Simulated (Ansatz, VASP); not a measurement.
## Ge in VASP and in Ansatz

```
Ge
1.0
     2.71029    0.00000    0.00000
     0.00000    2.71029    0.00000
     0.00000    0.00000    2.71029
Ge
1
Direct
  0.50000 0.50000 0.50000
```

Alike in both runs: functional PBE; k mesh 20 × 20 × 20; occupations gaussian, width 0.1 eV; no spin polarisation.

Ansatz relaxed the structure, and its values are those at the end. VASP's run is a single point on that final structure, the one shown.

|  | VASP | Ansatz |
| --- | --- | --- |
| version | VASP 6.6.1 | Ansatz 0.2.0 |
| potentials or method | VASP PAW PBE potentials, release 64 (Ge_d) | scalar-relativistic, plane waves, PAW |
| plane-wave cutoff (eV) | 520 | 420 |
| valence electrons in the cell | 14 | 14 |

|  | VASP | Ansatz | Ansatz less VASP |
| --- | --- | --- | --- |
| gap on the k mesh at the Fermi level (eV) | none | none | - |
| pressure (GPa) | 0.0 | 0.0 | +0.04 |

A gap of «none» marks a metal or a gap that the smearing closes.
